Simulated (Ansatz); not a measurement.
The system is Mg.

```
CELL_PARAMETERS angstrom
3.20930 0.00000 0.00000
-1.60465 2.77934 0.00000
0.00000 0.00000 5.21030
ATOMIC_POSITIONS crystal
Mg 0.66667 0.33333 0.75000
Mg 0.33333 0.66667 0.25000
```

```yaml
Program: Ansatz 0.2.0
Task: relaxation of cell and atoms
Functional: PBEsol
Potentials_or_basis: Ansatz PAW
Cutoff: "420 eV (not typed: the program's choice for these potentials)"
k_mesh: 10 × 10 × 5
Occupations: fermi-dirac, width 0.05 eV
Spin: no spin polarisation
```

At the start: volume 23.24 Å³/atom.

Problem. Where does the relaxation end?

Solution. It ends after 6 steps and the volume is 22.57 Å³/atom (-2.9 %); space group P6_3/mmc (No. 194, to 0.05 Å).

The path:
```tsv
step	energy change (eV)	largest force (eV/Å)	volume (Å³)
1	0.0000	0.0000	46.47
2	-0.0071	0.0000	45.38
3	-0.0072	0.0000	44.70
4	-0.0092	0.0000	45.15
5	-0.0092	0.0000	45.15
6	-0.0092	0.0000	45.15
```

Final structure:
```
Mg
1.0
     3.14810    0.00000    0.00000
    -1.57405    2.72633    0.00000
     0.00000    0.00000    5.26045
Mg
2
Direct
  0.66667 0.33333 0.75000
  0.33333 0.66667 0.25000
```

Caveat: the plane-wave basis is chosen anew once the cell has moved, so the energies of steps on either side of that aren't comparable; the PAW data sets come from PBE, with cores solved anew for the run's functional, which leaves a small shift of forces and pressure.
